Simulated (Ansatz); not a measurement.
# ZrB2 (P6/mmm) in Ansatz: single point with PBE

Aim: the single point of ZrB2 with PBE.

Program: Ansatz 0.2.0. These are calculated values, not measurements. Logs are shortened: lines on timing, memory, paths and dates and some standing lists are left out, and cuts for length are marked.

## Step 1: The structure

The structure is hexagonal, space group P6/mmm (No. 191). Conventional cell: a = 3.170 Å, b = 3.170 Å, c = 3.533 Å, α = 90.00°, β = 90.00°, γ = 120.00°. Zr (site symmetry 6/mmm) has 12 B at 2.54 Å as nearest neighbours. B (site symmetry -6m2) is surrounded by 3 B at 1.83 Å.

## Step 2: Single point, PBE

The input, input.yaml:

```yaml
crystal:
  lattice:
    - [3.17, 0.0, 0.0]
    - [-1.585, 2.74530053, 0.0]
    - [0.0, 0.0, 3.533]
  atoms:
    - { symbol: Zr, position: [0.0, 0.0, 0.0] }
    - { symbol: B, position: [0.6666666667, 0.3333333333, 0.5] }
    - { symbol: B, position: [0.3333333333, 0.6666666667, 0.5] }
kpoints:
  mp_grid: { grid: [7, 7, 6] }
scf:
  occupations: { method: fermi_dirac, width: 0.04 }
hamiltonian:
  xc: pbe
  pseudopotentials: { kind: all_electron, lapw: { basis_error: 0.003 } }
output:
  forces: true
  stress: true
  eigenvalues: true
```

Potentials or basis: all-electron LAPW, scalar-relativistic.

Launch:

```bash
$ ansatz run input.yaml --threads 2 --pin off --max-ram 6144MiB --backend cpu --events-out ev --progress --plain --runs-dir out
```

Log:

```text
Warning: RAYON_NUM_THREADS=2 ignored (pool sized by the plan → 2); use --threads N
LAPW: plane waves up to 7.940 Å⁻¹, error target 3.0e-3 eV per atom; small_component_spin mean_spin; B in spheres of 0.915 Å, 5 of its electrons in bands, Dirac shells []; Zr in spheres of 1.281 Å, 30 of its electrons in bands, Dirac shells [] (how accurate: hamiltonian.pseudopotentials.lapw.basis_error, Limitations)
Engine: ansatz 0.2.0, aarch64-unknown-linux-gnu
Pseudopotentials: kind: all_electron
Pseudopotential: Zr, LAPW, valence charge 30, lapw/all_electron/scalar/gaussian/Zr, Koelling and Harmon's equation, gaussian nucleus
Pseudopotential: B, LAPW, valence charge 5, lapw/all_electron/scalar/gaussian/B, Koelling and Harmon's equation, gaussian nucleus
Functional definition: PBE
  parameter kappa = 0.804
  parameter beta = 0.06672455060314922
  exchange = pbe_x(kappa = kappa, mu = beta*pi^2/3)
  correlation = pbe_c(beta = beta)
Crystal: 3 atoms, lattice volume = 30.746 Å³
Basis set: ecut = 240.17690875543445 eV, 243 PW (Γ), exchange–correlation at level 2
Bands: 24, of which v1, the nominal top of the filled ones, is band 20 counted from 1 (19 counted from 0)
Symmetry: 24 space group operations
Space group: P6/mmm (ITA 191), of the structure as read, at distance tolerance 3.1e-5 Å
k-points: 32 of 294
Non-local potential: Zr, projectors of the file, none
Non-local potential: B, projectors of the file, none
Initial density: superposition of atomic densities (chi_scale 0.1, normalization cell, long waves kept (reshape's long-wave potential 0.00 eV rms))
Initial wavefunctions: plane waves of lowest kinetic energy (no species holds an atomic orbital)
Functional: x = pbe(κ = 0.804, μ = 0.2195149727645171), c = pbe(β = 0.06672455060314922)
iter 1 solved again at ethr=7.62e-3 eV; its pass at ethr=1.00e-1 eV (dr2=3.05e0 eV) is discarded
SCF iter   1: F=—  HF=-99283.645194 eV  |F-HF|=—  |Δ(HF+E_count)|=         —  Δρ=7.08e-2  dr2=3.05e0  ethr=7.62e-3  ⟨swp⟩=2.0  Hψ=5032  notcnv=0
preconditioner: auto → none  [insulator: Δε(μ)=0.105 eV  Ē_g=17.035 eV  σ=0.040 eV  W_gap=0.56  n_scr=8 (ndim 8)  ℏωp=26.8 eV  f_vac=0.000  D(μ)=0.88/eV (n_scr^D=2)  ε∞_Penn≈3.5]
SCF iter   2: F=—  HF=-99282.736316 eV  |F-HF|=—  |Δ(HF+E_count)|=   9.09e-1  Δρ=2.63e-2  dr2=4.77e-1  ethr=7.62e-3  ⟨swp⟩=3.0  Hψ=2307  notcnv=0
iter 3 solved again at ethr=5.16e-5 eV; its pass at ethr=1.19e-3 eV (dr2=2.06e-2 eV) is discarded
SCF iter   3: F=—  HF=-99282.543220 eV  |F-HF|=—  |Δ(HF+E_count)|=   1.93e-1  Δρ=8.32e-3  dr2=2.07e-2  ethr=5.16e-5  ⟨swp⟩=2.0  Hψ=4091  notcnv=0
SCF iter   4: F=—  HF=-99282.539798 eV  |F-HF|=—  |Δ(HF+E_count)|=   3.42e-3  Δρ=1.45e-3  dr2=7.39e-4  ethr=5.16e-5  ⟨swp⟩=3.0  Hψ=2365  notcnv=0
SCF iter   5: F=—  HF=-99282.539546 eV  |F-HF|=—  |Δ(HF+E_count)|=   2.52e-4  Δρ=2.37e-4  dr2=8.86e-6  ethr=1.85e-6  ⟨swp⟩=3.0  Hψ=2307  notcnv=0
SCF iter   6: F=—  HF=-99282.539549 eV  |F-HF|=—  |Δ(HF+E_count)|=   3.24e-6  Δρ=5.16e-5  dr2=6.93e-7  ethr=2.22e-8  ⟨swp⟩=2.5  Hψ=2220  notcnv=0
SCF iter   7: F=-99282.539549 eV  HF=-99282.539549 eV  |F-HF|=4.87e-9  |Δ(HF+E_count)|=   3.92e-7  Δρ=4.55e-6  dr2=5.30e-9  ethr=1.73e-9  ⟨swp⟩=3.0  Hψ=2248  notcnv=0
SCF 1 converged in 7 iterations: F = -99282.539549 eV  dr2 = 5.30e-9
SCF converged after 7 iterations
Free energy (F): -99282.539549 eV
Harris-Foulkes:  -99282.539549 eV  (|F-HF|=4.87e-9)
Internal energy: -99282.537736 eV  (E = F + TS)
E sigma→0 (E₀):  -99282.538643 eV
Entropy (-TS):   -0.001813 eV (-0.604 meV/atom)
Fermi energy:    17.086365 eV
--- Per-component energies (eV) ---
  E_band       = -4660.545486
  E_kinetic    = 102498.616276
  E_xc         = -3335.535928
  E_electrostatic = -198445.618084  (all electrons and nuclei)
  E_smearing   = -0.001813  (= −TS)
  E_closure    = 0.000000  (closes the sum)
  E_atoms      = -99258.785664  (free atoms, spherical and without spin; not in F)
  Σ components = -99282.539549   (vs F -99282.539549, Δ=0.00e0)
  Basis errors (estimates in eV, not in F): energy 1.4e-3 per atom: plane waves 1.3e-3 (7.3e-4 summed), levels above the bands 3.3e-57, relativity 1.9e-8, radial functions 8.4e-5, core shells 2.0e-11; eigenvalues (radial functions only) 1.2e-5; not estimated: angular momenta, meshes, grids; target (lapw.basis_error) 3.0e-3; muffin-tin radii B 0.915 Å, Zr 1.281 Å
--- Forces (eV/Å), atoms counted from 1 ---
  atom   1  Zr     0.00000000    -0.00000000     0.00000000
  atom   2  B      0.00000000    -0.00000000     0.00000000
  atom   3  B      0.00000000     0.00000000     0.00000000
  max |Σ_I F_I| component: 2.65e-31 eV/Å
--- Stress (GPa, compression-positive) ---
        0.724541       0.000000       0.000000
        0.000000       0.724541       0.000000
        0.000000       0.000000       1.050129
  P = ⅓ Tr σ = 0.8331 GPa (8.331 kbar)
--- Band table (eV; the first three rows and the last of 32) ---
  k-point 0: bands = ["-381.1081", "-294.0010", "-293.9834", "-293.9834", "-156.1060", "-156.0966", "-151.1540", "-151.1520", "-151.1520", "-151.1373", "-151.1373", "-31.3440", "-9.5356", "-8.9797", "-8.9797", "4.5454", "14.6457", "14.6457", "14.6977", "14.9268", "20.6793", "20.6793", "21.4542", "21.4542"]
  k-point 1: bands = ["-381.1081", "-294.0010", "-293.9834", "-293.9834", "-156.1060", "-156.0966", "-151.1540", "-151.1520", "-151.1520", "-151.1373", "-151.1373", "-31.3392", "-9.6295", "-8.9733", "-8.9733", "4.9435", "13.0011", "14.9045", "14.9045", "16.5134", "19.2970", "19.2970", "20.6703", "20.6703"]
  k-point 2: bands = ["-381.1081", "-294.0010", "-293.9834", "-293.9834", "-156.1060", "-156.0966", "-151.1540", "-151.1520", "-151.1520", "-151.1373", "-151.1373", "-31.3296", "-9.8107", "-8.9604", "-8.9604", "5.9080", "11.2390", "15.6286", "15.6286", "18.0444", "18.0444", "18.1805", "19.0972", "19.0972"]
  k-point 31: bands = ["-381.1081", "-294.0010", "-293.9834", "-293.9834", "-156.1022", "-156.1004", "-151.1540", "-151.1520", "-151.1520", "-151.1373", "-151.1373", "-31.1998", "-9.6771", "-9.6332", "-9.4433", "7.9122", "9.2910", "12.4082", "14.4630", "14.5110", "21.2077", "22.8107", "23.1483", "23.5644"]
```

It took 3.3 s on 2 threads of Arm Neoverse V1, shared host; peak memory 0.25 GiB.

What came out:

```
Free energy            : -99282.5395 eV
Pressure               : 0.8 GPa
Band gap on the k mesh : none (metal or under the smearing width)
```

Caveat: the k mesh is thin for a metal, which can move the energy by tens of meV per atom.
